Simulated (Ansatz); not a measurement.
Relaxing Al27N

All numbers below come from Ansatz 0.2.0, DFT PBE, scalar-relativistic, plane waves, PAW. (420 eV cutoff, 3×3×3 k-mesh, Gaussian smearing of 0.10 eV, no spin polarisation)

What was changed: N interstitial, charge +0, atoms relaxed.

In a supercell of 28 atoms the defect feels its periodic images, and the cell reads as a metal on the mesh, so a level in the gap can't be told from a carrier in the bands.

Spin polarisation was left out.

Command:

```bash
ansatz run input.yaml --threads 4 --pin off --max-ram 10240MiB --backend cpu --events-out ev --progress --plain --runs-dir out
```

Input:

```yaml
crystal:
  lattice:
    - [-6.0624313821, -6.0624313821, 0.0]
    - [-6.0624313821, 0.0, -6.0624313821]
    - [0.0, -6.0624313821, -6.0624313821]
  atoms:
    - { symbol: Al, position: [0.6666666667, 0.6666666667, 0.6666666667] }
    - { symbol: Al, position: [0.3333333333, 0.6666666667, 0.6666666667] }
    - { symbol: Al, position: [0.0, 0.6666666667, 0.6666666667] }
    - { symbol: Al, position: [0.6666666667, 0.3333333333, 0.6666666667] }
    - { symbol: Al, position: [0.3333333333, 0.3333333333, 0.6666666667] }
    - { symbol: Al, position: [0.0, 0.3333333333, 0.6666666667] }
    - { symbol: Al, position: [0.6666666667, 0.0, 0.6666666667] }
    - { symbol: Al, position: [0.3333333333, 0.0, 0.6666666667] }
    - { symbol: Al, position: [0.0, 0.0, 0.6666666667] }
    - { symbol: Al, position: [0.6666666667, 0.6666666667, 0.3333333333] }
    - { symbol: Al, position: [0.3333333333, 0.6666666667, 0.3333333333] }
    - { symbol: Al, position: [0.0, 0.6666666667, 0.3333333333] }
    - { symbol: Al, position: [0.6666666667, 0.3333333333, 0.3333333333] }
    - { symbol: Al, position: [0.3333333333, 0.3333333333, 0.3333333333] }
    - { symbol: Al, position: [0.0, 0.3333333333, 0.3333333333] }
    - { symbol: Al, position: [0.6666666667, 0.0, 0.3333333333] }
    - { symbol: Al, position: [0.3333333333, 0.0, 0.3333333333] }
    - { symbol: Al, position: [0.0, 0.0, 0.3333333333] }
    - { symbol: Al, position: [0.6666666667, 0.6666666667, 0.0] }
    - { symbol: Al, position: [0.3333333333, 0.6666666667, 0.0] }
    - { symbol: Al, position: [0.0, 0.6666666667, 0.0] }
    - { symbol: Al, position: [0.6666666667, 0.3333333333, 0.0] }
    - { symbol: Al, position: [0.3333333333, 0.3333333333, 0.0] }
    - { symbol: Al, position: [0.0, 0.3333333333, 0.0] }
    - { symbol: Al, position: [0.6666666667, 0.0, 0.0] }
    - { symbol: Al, position: [0.3333333333, 0.0, 0.0] }
    - { symbol: Al, position: [0.0, 0.0, 0.0] }
    - { symbol: "N", position: [0.9360174528, 0.9172598691, 0.8911748564] }
basis:
  ecutwfc: 420
  xc_grid: 2
kpoints:
  mp_grid: { grid: [3, 3, 3], shift: [0.0, 0.0, 0.0] }
hamiltonian:
  xc: pbe
scf:
  occupations: { method: gaussian, width: 0.1 }
output:
  forces: true
  stress: false
  eigenvalues: true
  write_density: true
  write_potential: true
  elf: true
  volumetric_format: npy
relax:
  adjacent_minimum: "off"
  f_tol: 0.02
  max_steps: 60
```

F is the free energy.

Steps:

| step | F − F(1) (eV) | largest force component (eV/Å) |
| --- | --- | --- |
| 1 | 0.0000 | 5.713 |
| 2 | -0.8824 | 2.823 |
| 3 | -1.2969 | 0.973 |
| 4 | -1.3570 | 0.016 |
| 5 | -1.3570 | 0.016 |

Relaxed structure:

```
CELL_PARAMETERS angstrom
-6.06243 -6.06243 0.00000
-6.06243 0.00000 -6.06243
0.00000 -6.06243 -6.06243
ATOMIC_POSITIONS crystal
Al 0.66754 0.66667 0.66551
Al 0.33562 0.66442 0.66354
Al 0.00385 0.66423 0.66360
Al 0.66478 0.33484 0.66352
Al 0.33485 0.33381 0.66388
Al 0.00404 0.33479 0.66357
Al 0.66491 0.00318 0.66350
Al 0.33566 0.00293 0.66349
Al 0.00651 0.00604 0.64811
Al 0.66489 0.66436 0.33376
Al 0.33492 0.66497 0.33246
Al 0.00451 0.66416 0.33369
Al 0.66567 0.33405 0.33260
Al 0.33494 0.33405 0.33251
Al 0.99791 0.33569 0.33532
Al 0.66500 0.00327 0.33378
Al 0.33649 0.99747 0.33517
Al 0.99785 0.99762 0.33530
Al 0.66521 0.66455 0.00178
Al 0.33573 0.66446 0.00182
Al 0.00625 0.64934 0.00569
Al 0.66523 0.33492 0.00174
Al 0.33630 0.33596 0.99693
Al 0.99775 0.33592 0.99701
Al 0.64964 0.00589 0.00493
Al 0.33633 0.99739 0.99689
Al 0.00653 0.00536 0.00539
N 0.91709 0.91694 0.91566
```

The run converged. It took 80 s on 4 threads of Arm Neoverse V1, with other jobs on the host, peak memory 1.1 GiB.